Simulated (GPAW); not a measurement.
The system is W.

```
CELL_PARAMETERS angstrom
-1.58234 1.58234 1.58234
1.58234 -1.58234 1.58234
1.58234 1.58234 -1.58234
ATOMIC_POSITIONS crystal
W 0.00000 0.00000 0.00000
```

| Property | Result |
| --- | --- |
| Program | GPAW 26.7.0 |
| Task | relaxation of cell and atoms |
| Functional | PBEsol |
| Dispersion | D4 |
| Potentials or basis | PAW data sets generated in the run's folder for this functional |
| Cutoff | 600 eV |
| Basis | pw |
| k mesh | 12 × 12 × 12 |
| Occupations | fermi-dirac, width 0.05 eV |
| Spin | no spin polarisation |

At the start: pressure -7.2 GPa; volume 15.85 Å³/atom.

Q: How do energy, volume and symmetry change on relaxing?

A: Over 3 steps the energy falls by 7.9 meV/atom and the volume is 15.49 Å³/atom (-2.3 %); space group Im-3m (No. 229, to 0.05 Å).

Step by step:
```csv
step,energy change (eV),largest force (eV/Å),pressure (GPa),volume (Å³)
1,0.0000,0.0000,-7.15,15.85
2,-0.0070,0.0000,2.45,15.37
3,-0.0079,0.0000,-0.05,15.49
```

Final structure:
```yaml
crystal:
  lattice:
    - [-1.57038, 1.57038, 1.57038]
    - [1.57038, -1.57038, 1.57038]
    - [1.57038, 1.57038, -1.57038]
  atoms:
    - { symbol: W, position: [0.00000, 0.00000, 0.00000] }
```

Caveat: later steps reuse the first step's grids; pairwise dispersion overbinds metals, which lowers pressure and volume.
